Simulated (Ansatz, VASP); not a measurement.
## Al: VASP beside Ansatz

```
CELL_PARAMETERS angstrom
0.00000 2.02481 2.02481
2.02481 0.00000 2.02481
2.02481 2.02481 0.00000
ATOMIC_POSITIONS crystal
Al 0.00000 0.00000 0.00000
```

Alike in both runs: task single point; functional PBE; k mesh 11 × 11 × 11; occupations gaussian, width 0.026 eV; no spin polarisation.

|  | VASP | Ansatz |
| --- | --- | --- |
| version | VASP 6.6.1 | Ansatz 0.2.0 |
| potentials or method | VASP PAW PBE potentials, release 64 (Al), cutoff 520 eV | all-electron LAPW, scalar-relativistic |

```csv
,VASP,Ansatz,Ansatz less VASP
gap on the k mesh at the Fermi level (eV),none,none,-
pressure (GPa),-0.5,-0.5,+0.03
```

A gap of «none» marks a metal or a gap that the smearing closes. Ansatz ran all-electron here, so the differences hold the error of VASP's frozen core and of both bases.
